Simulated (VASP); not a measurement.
The system is Pt.

```
CELL_PARAMETERS angstrom
0.00000 1.96090 1.96090
1.96090 0.00000 1.96090
1.96090 1.96090 0.00000
ATOMIC_POSITIONS crystal
Pt 0.00000 0.00000 0.00000
```

Base run:

- Program: VASP 6.6.1
- Functional: SCAN
- Potentials or basis: VASP PAW PBE potentials, release 64 (Pt)
- Cutoff: 520 eV
- k mesh: 12 × 12 × 12
- Occupations: fermi-dirac, width 0.05 eV
- Spin: no spin polarisation

Its results: pressure -5.2 GPa.

Question: The run is repeated on the same cell with these changes: functional from SCAN to PBEsol; cutoff from 520 eV to 500 eV; occupations from fermi-dirac, width 0.05 eV to gaussian, width 0.1 eV. What comes out?

Answer: Pressure -1.0 GPa.

Caveats: the PAW data sets were made with another functional, which shifts forces and pressure a little.

Not every run made on this cell is shown here.
